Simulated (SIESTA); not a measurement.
AlNi3 in SIESTA: the effect of starting spin order

Crystal: AlNi3.

```xyz
4
Lattice="3.5231 0.0000 0.0000 0.0000 3.5231 0.0000 0.0000 0.0000 3.5231" Properties=species:S:1:pos:R:3 pbc="T T T"
Ni    1.7615    1.7615    0.0000
Ni    1.7615    0.0000    1.7615
Ni    0.0000    1.7615    1.7615
Al    0.0000    0.0000    0.0000
```

The cell is a database's computed one.

Alike in all runs:

```yaml
Program: SIESTA 5.4.2
Task: single point
Functional: PBEsol
Potentials_or_basis: PseudoDojo 0.4 standard (PBEsol files)
Basis: DZP (energy shift 0.003 Ry; two zetas on semicore shells)
Grid_cutoff: 800 Ry
Energy_shift: 0.003 Ry
k_mesh: 8 × 8 × 8
Occupations: fermi-dirac, width 0.05 eV
```

Task: One run gave: energy over the lowest run 3.3 meV/atom; final net moment 0.00 μB; final largest site moment 0.00 μB. Which starting spin order did it use?
A. fm_larger
B. afm
C. fm
D. nm

Result: D.

```tsv
starting spin order	spin	starting moments	energy over the lowest run (meV/atom)	final net moment (μB)	final largest site moment (μB)
nm	collinear spin, zero start	[0.0, 0.0, 0.0, 0.0] μB	3.3	0.00	0.00
fm	collinear spin, ferromagnetic start	[1.0, 1.0, 1.0, 0.0] μB	0.0	0.64	0.23
fm_larger	collinear spin, fm_larger start	[2.5, 2.5, 2.5, 0.0] μB	0.0	0.64	0.23
afm	collinear spin, antiferromagnetic start	[1.0, -1.0, 1.0, 0.0] μB	0.0	0.64	0.23
```
